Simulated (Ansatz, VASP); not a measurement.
# CuI in VASP and in Ansatz

```
Cu I
1.0
     0.00000    3.03150    3.03150
     3.03150    0.00000    3.03150
     3.03150    3.03150    0.00000
Cu I
1 1
Cartesian
  4.5473 4.5473 4.5473
  0.0000 0.0000 0.0000
```

Alike in both runs: task relaxation of cell and atoms; functional PBE; k mesh 8 × 8 × 8; occupations gaussian, width 0.02 eV; no spin polarisation.

```csv
,VASP,Ansatz
version,VASP 6.6.1,Ansatz 0.2.0
potentials or method,"VASP PAW PBE potentials, release 64 (Cu, I)","scalar-relativistic, plane waves, PAW"
plane-wave cutoff (eV),600,420
valence electrons in the cell,18,36
```

VASP gave:

- gap on the k mesh at the Fermi level, each at its own relaxed structure (eV): 1.12
- relaxed volume (Å³/atom): 28.09
- relaxed cell length with the largest relative difference (Å): 4.299

Problem. Which values does Ansatz return?

Solution. gap on the k mesh at the Fermi level, each at its own relaxed structure (eV): 1.10; relaxed volume (Å³/atom): 28.07; relaxed cell length with the largest relative difference (Å): 4.298.

The two sets of potentials don't hold the same shells in valence.

Caveats: spin-orbit coupling is left out, which moves the levels of the heavy elements. Zero-point motion and thermal expansion aren't in these numbers. PBE usually gives volumes a little too large and moduli too small.
